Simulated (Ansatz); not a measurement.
# Rh (P6_3/mmc) in Ansatz: equation of state

Aim: energy against volume of Rh in PBEsol, for its equilibrium volume and stiffness.

Everything below comes from runs of Ansatz 0.2.0. Logs are shortened: lines on timing, memory, paths and dates and some standing lists are left out, and cuts for length are marked.

## Step 1: The crystal as given

The structure is hexagonal, space group P6_3/mmc (No. 194). The conventional cell has a = 2.731 Å, b = 2.731 Å, c = 4.428 Å, α = 90.00°, β = 90.00°, γ = 120.00°. Around Rh (site symmetry -6m2) lie 12 Rh at 2.72 to 2.73 Å.

This isn't the form of Rh at room conditions, which is fcc.

## Step 2: Equation of state, PBEsol

Potentials or basis: all-electron LAPW, scalar-relativistic.

This step only gathers the single runs of the series.

What came out:

```yaml
Equilibrium_volume: 13.56 Å³/atom
Bulk_modulus_at_fixed_shape_and_positions: 293 GPa
Pressure_derivative_of_the_bulk_modulus: 5.2
```

Energy against volume, from the lowest point:
| volume (Å³/atom) | energy (meV/atom) |
| --- | --- |
| 13.444 | 0.00 |
| 13.730 | 1.15 |
| 14.016 | 12.51 |
| 14.302 | 32.82 |
| 14.588 | 60.99 |
| 14.874 | 96.04 |
| 15.160 | 137.10 |

Caveat: the cell was scaled at fixed shape and fractional positions, which overstates the stiffness of a crystal with free parameters, most of all of layers and chains.
